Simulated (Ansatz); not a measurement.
## CdI2 — ¹²⁷I NMR of the central transition

Cell: a computed structure from the Materials Project (it need not be an observed phase).

Space group P-3m1 (No. 164); a = 4.2894, c = 36.3728 Å, γ = 120.00°.

```csv
site,Wyckoff,site symmetry,x,y,z
Cd1,2d,3m.,0.6667,0.3333,0.8001
Cd2,2c,3m.,0.0000,0.0000,0.4001
Cd5,1a,-3m.,0.0000,0.0000,0.0000
I6,2d,3m.,0.6667,0.3333,0.9527
I8,2d,3m.,0.6667,0.3333,0.1526
I9,2d,3m.,0.3333,0.6667,0.4473
I11,2d,3m.,0.6667,0.3333,0.3527
I12,2c,3m.,0.0000,0.0000,0.7528
```

One atom of each set is listed.

Computed with Ansatz: DFT, r2SCAN, plane waves and PAW, scalar-relativistic, 500 eV cutoff, Γ-centred 8×8×1 k-points, Fermi–Dirac smearing 0.02 eV.

¹²⁷I has I = 5/2 and Q = -688.2 mb (Pyykkö 2018); at 7.05 T its Larmor frequency is ν₀ = 60.5 MHz (from the bare nuclear moment; shielding lowers the observed one by a per cent or two). Only the quadrupole interaction is simulated: positions count from each site's isotropic chemical shift, and shift anisotropy, dipolar and J coupling are left out.

Task: Simulate the second-order pattern (static powder, Gaussian broadening 100 kHz) of site I8 (3 Cd at 3.02 Å).

Result: The calculation gives C_Q = 95.8 MHz and η = 0.00, so ν_Q = 14.4 MHz and the centre of gravity lies at -15054 ppm (-910 kHz).

| offset (kHz) | height |
| --- | --- |
| -3299.2 | 0 |
| -3070.1 | 94 |
| -2840.9 | 100 |
| -2611.7 | 65 |
| -2382.6 | 53 |
| -2153.4 | 46 |
| -1924.2 | 42 |
| -1695.1 | 39 |
| -1465.9 | 37 |
| -1236.7 | 36 |
| -1007.6 | 34 |
| -778.4 | 35 |
| -549.2 | 34 |
| -320.1 | 33 |
| -90.9 | 33 |
| 138.3 | 26 |
| 367.4 | 28 |
| 596.6 | 30 |
| 825.8 | 33 |
| 1054.9 | 37 |
| 1284.1 | 46 |
| 1513.3 | 71 |
| 1742.5 | 66 |
| 1971.6 | 0 |

An axis of threefold or higher order runs through I8, so V_zz lies along it and η is zero.

With ν_Q/ν₀ up to 0.24, terms beyond second order are no longer negligible.

Without spin–orbit coupling the gradients at and beside I can be off by some per cent, at some sites by more. With these PAW files V_zz is typically within 2 to 3 % of all-electron values, but misses above 10 % occur on I.
